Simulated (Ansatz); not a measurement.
# PbO2: the cost of one run

Computed with Ansatz 0.2.0 (plane waves, PAW, unless a step's input says otherwise).

## 1. The system as given

The structure is cubic, space group Fm-3m (No. 225). Conventional cell: a = 5.316 Å, b = 5.316 Å, c = 5.316 Å, α = 90.00°, β = 90.00°, γ = 90.00°. Pb (site symmetry m-3m) has 8 O at 2.30 Å as nearest neighbours. O (site symmetry -43m) is surrounded by 4 Pb at 2.30 Å.

Structure file:

```
Pb O
1.0
     0.00000    2.65817    2.65817
     2.65817    0.00000    2.65817
     2.65817    2.65817    0.00000
Pb O
1 2
Direct
  0.00000 0.00000 0.00000
  0.25000 0.25000 0.25000
  0.75000 0.75000 0.75000
```

The cell was relaxed beforehand with r2SCAN; those runs aren't shown. No run includes spin-orbit coupling, which matters for Pb.

## 2. PBE, anion s p, 6×6×6

input.yaml

```yaml
crystal:
  lattice:
    - [0.0, 2.6581699692, 2.6581699692]
    - [2.6581699692, 0.0, 2.6581699692]
    - [2.6581699692, 2.6581699692, 0.0]
  atoms:
    - { symbol: Pb, position: [0.0, 0.0, 0.0] }
    - { symbol: O, position: [0.25, 0.25, 0.25] }
    - { symbol: O, position: [0.75, 0.75, 0.75] }
kpoints:
  mp_grid: { grid: [6, 6, 6] }
  band_path:
    path:
      - [[0.0, 0.0, 0.0], [0.5, 9.105142800039e-35, 0.5], [0.625, 0.25, 0.625]]
      - [[0.375, 0.375, 0.75], [0.0, 0.0, 0.0], [0.5, 0.5, 0.5], [0.5, 0.25, 0.75], [0.5, 9.105142800039e-35, 0.5]]
    npoints: 10
hamiltonian:
  xc: pbe
scf:
  occupations: { method: fermi_dirac, width: 0.02 }
  n_extra_bands: 6
output:
  forces: false
  stress: false
  eigenvalues: true
  wannier:
    kmesh: [6, 6, 6]
    projections: [{ species: O, l: s }, { species: O, l: p }]
    minimise: true
    write_hr: true
    conv_tol: 1.0e-08
    max_iter: 3000
  write_density: true
  write_potential: true
  elf: true
  volumetric_format: npy
```

Launch:

```sh
$ ansatz run input.yaml --threads 4 --pin off --max-ram 3686MiB --backend cpu --events-out ev --progress --plain --runs-dir out
```

What time and memory should one allow on 4 threads of Arm Neoverse V2, shared host?

About 1.9 s, with a peak of 0.32 GiB.
